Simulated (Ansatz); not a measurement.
# BP: the cost of one run

Computed with Ansatz 0.2.0 (DFT PBE, scalar-relativistic, plane waves, PAW, unless a step's input says otherwise).

2 further runs of the same task are left out: 2 set aside as unsound or not needed.

## 1. Starting point

The structure is cubic, space group F-43m (No. 216). The conventional cell has a = 4.548 Å, b = 4.548 Å, c = 4.548 Å, α = 90.00°, β = 90.00°, γ = 90.00°. B (site symmetry -43m) has 4 P at 1.97 Å as nearest neighbours. P (site symmetry -43m) is surrounded by 4 B at 1.97 Å.

Coordinates:

```cif
data_structure
_symmetry_space_group_name_H-M 'P 1'
_symmetry_Int_Tables_number 1
_cell_length_a 3.2161
_cell_length_b 3.2161
_cell_length_c 3.2161
_cell_angle_alpha 60.000
_cell_angle_beta 60.000
_cell_angle_gamma 60.000
_cell_volume 23.52
loop_
_atom_site_label
_atom_site_type_symbol
_atom_site_fract_x
_atom_site_fract_y
_atom_site_fract_z
_atom_site_occupancy
B1 B 0.00000 0.00000 0.00000 1
P1 P 0.25000 0.25000 0.25000 1
```

It goes back to an entry of the Materials Project.

This cell was relaxed beforehand with the same method: volume 11.76 Å³/atom, gap on the mesh 1.25 eV.

The host's static dielectric tensor, from an earlier linear-response run, has a mean of 9.26.

## 2. The perfect supercell

File input.yaml:

```yaml
crystal:
  lattice:
    - [-4.5481927936, 4.5481927936, -4.5481927936]
    - [4.5481927936, -4.5481927936, -4.5481927936]
    - [-4.5481927936, -4.5481927936, 4.5481927936]
  atoms:
    - { symbol: B, position: [0.0, 0.25, 0.75] }
    - { symbol: B, position: [0.75, 0.25, 1.0] }
    - { symbol: B, position: [0.5, 0.25, 0.25] }
    - { symbol: B, position: [0.25, 0.0, 0.75] }
    - { symbol: B, position: [0.25, 0.25, 0.5] }
    - { symbol: B, position: [1.0, 1.0, 1.0] }
    - { symbol: B, position: [0.75, 0.0, 0.25] }
    - { symbol: B, position: [0.5, 0.75, 0.75] }
    - { symbol: B, position: [0.5, 0.0, 0.5] }
    - { symbol: B, position: [0.25, 0.75, 1.0] }
    - { symbol: B, position: [0.0, 0.75, 0.25] }
    - { symbol: B, position: [0.75, 0.5, 0.75] }
    - { symbol: B, position: [0.75, 0.75, 0.5] }
    - { symbol: B, position: [0.5, 0.5, 1.0] }
    - { symbol: B, position: [0.25, 0.5, 0.25] }
    - { symbol: B, position: [0.0, 0.5, 0.5] }
    - { symbol: P, position: [0.0, 0.5, 0.75] }
    - { symbol: P, position: [0.75, 0.5, 0.0] }
    - { symbol: P, position: [0.5, 0.5, 0.25] }
    - { symbol: P, position: [0.25, 0.25, 0.75] }
    - { symbol: P, position: [0.25, 0.5, 0.5] }
    - { symbol: P, position: [0.0, 0.25, 0.0] }
    - { symbol: P, position: [0.75, 0.25, 0.25] }
    - { symbol: P, position: [0.5, 0.0, 0.75] }
    - { symbol: P, position: [0.5, 0.25, 0.5] }
    - { symbol: P, position: [0.25, 0.0, 0.0] }
    - { symbol: P, position: [0.0, 0.0, 0.25] }
    - { symbol: P, position: [0.75, 0.75, 0.75] }
    - { symbol: P, position: [0.75, 0.0, 0.5] }
    - { symbol: P, position: [0.5, 0.75, 0.0] }
    - { symbol: P, position: [0.25, 0.75, 0.25] }
    - { symbol: P, position: [0.0, 0.75, 0.5] }
basis:
  ecutwfc: 420
  xc_grid: 2
kpoints:
  mp_grid: { grid: [1, 1, 1], shift: [0.0, 0.0, 0.0] }
hamiltonian:
  xc: pbe
scf:
  occupations: { method: gaussian, width: 0.01 }
output:
  forces: true
  stress: true
  eigenvalues: true
```

The run is started by

```
ansatz run input.yaml --threads 4 --pin off --max-ram 8192MiB --backend cpu --events-out ev --progress --plain --runs-dir out
```

What time and memory should one allow on 4 threads of Arm Neoverse N1, shared host?

About 1.7 s, with a peak of 0.43 GiB.
